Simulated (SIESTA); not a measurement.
Runs of SIESTA 5.4.2 on HfO2. The structure is tetragonal, space group P4_2/nmc (No. 137). The conventional cell has a = 3.558 Å, b = 3.558 Å, c = 5.172 Å, α = 90.00°, β = 90.00°, γ = 90.00°. Around Hf (site symmetry -4m2) lie 4 O at 2.05 Å. Around O (site symmetry 2mm) lie 2 Hf at 2.05 Å. Measurements of this composition are mostly on another form, of space group No. 14.

| task | level | potentials or basis | k mesh | energy shift | gap on the mesh (eV) | pressure (GPa) | V0 of scaled cells (Å³/atom) | B0 (GPa) | largest force (eV/Å) |
| --- | --- | --- | --- | --- | --- | --- | --- | --- | --- |
| equation of state | PBE | PseudoDojo 0.4 standard (PBE files), DZ (energy shift 0.002 Ry) | 6 × 6 × 4 | 0.002 Ry | - | - | 11.35 | 251 | - |
| equation of state | PBEsol | PseudoDojo 0.4 standard (PBEsol files), DZP (energy shift 0.003 Ry; two zetas on semicore shells) | 8 × 8 × 5 | 0.003 Ry | - | - | (a) | 251 | - |
| band structure | BLYP | PseudoDojo 0.4 standard (PBE files), DZP (energy shift 0.003 Ry; two zetas on semicore shells) | 8 × 8 × 5 | 0.003 Ry | (b) | 19.9 | - | - | 0.31 |
| equation of state | LDA | PseudoDojo 0.4 standard (LDA files), DZP (energy shift 0.003 Ry; two zetas on semicore shells) | 6 × 6 × 4 | 0.003 Ry | - | - | 10.77 | 270 | - |
| band structure | RPBE | PseudoDojo 0.4 standard (PBE files), DZP (energy shift 0.002 Ry) | 8 × 8 × 5 | 0.002 Ry | 4.64 | 16.2 | - | - | 0.29 |

Alike in all rows: no spin polarisation; cell as given; smearing fermi-dirac 0.05 eV; grid cutoff 800 Ry.

Problem. Estimate the missing entries.

Solution. (a) 11.09; (b) 4.58.

Caveats: the basis of atomic orbitals isn't converged, which shifts pressures, moduli and gaps; the cell was scaled at fixed shape and fractional positions, which overstates the stiffness of a crystal with free parameters, most of all of layers and chains (some runs); short orbitals over semicore shells can move pressures by several GPa (some runs); semicore shells carry a single zeta, which can move pressures by several GPa and volumes by a few percent (some runs); the potentials were made for another functional, which shifts forces and pressure (some runs); spin-orbit coupling is left out, which moves the levels of the heavy elements (some runs); the basis has no polarisation orbitals (some runs).

A k mesh can miss the band edges, and the runs leave out spin-orbit coupling on Hf.

Not every run made on this cell is shown here.
